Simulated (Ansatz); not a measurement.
## PbSe under changes of volume

One of the cells (58.477 Å³/atom); the others are scaled copies at fixed shape and fractional positions:

```xyz
4
Lattice="4.4149 0.0000 0.0000 -0.0103 4.4149 0.0000 -2.2023 -2.2074 12.0008" Properties=species:S:1:pos:R:3 pbc="T T T"
Pb    2.1918    2.1990    7.4218
Pb   -0.0254    0.0381    4.5888
Se   -0.1072    0.0510    7.4788
Se    2.1814    2.2556    4.5359
```

| Property | Result |
| --- | --- |
| Program | Ansatz 0.2.0 |
| Functional | r2SCAN |
| Potentials or basis | Ansatz PAW |
| Cutoff | 500 eV (not typed: the program's choice for these potentials) |
| k mesh | 6 × 6 × 3 |
| Occupations | fermi-dirac, width 0.05 eV |
| Spin | no spin polarisation |

```csv
volume (Å³/atom),energy over the lowest point (meV/atom),largest force (eV/Å)
54.969,2.30,0.194
56.138,0.00,0.253
57.308,1.58,0.323
58.477,6.63,0.394
59.647,14.79,0.463
60.817,?,?
61.986,39.16,0.603
```

Question: What does the run at 60.817 Å³/atom give?

Answer: Energy over the lowest point 25.73 meV/atom; largest force 0.528 eV/Å.

Worked out: A Birch-Murnaghan fit of order 3 (a polynomial in V^(-2/3)) to the other rows has its minimum at 56.23 Å³/atom with B0 = V·E''(V) = 25 GPa and B' = 4.4 at fixed shape and positions, which overstates the stiffness. It gives 25.74 meV/atom at 60.817 Å³/atom, against the run's 25.73.

Energies are extrapolated to zero smearing.

Caveats: the PAW data sets come from PBE, with cores solved anew for the run's functional, which leaves a small shift of forces and pressure.
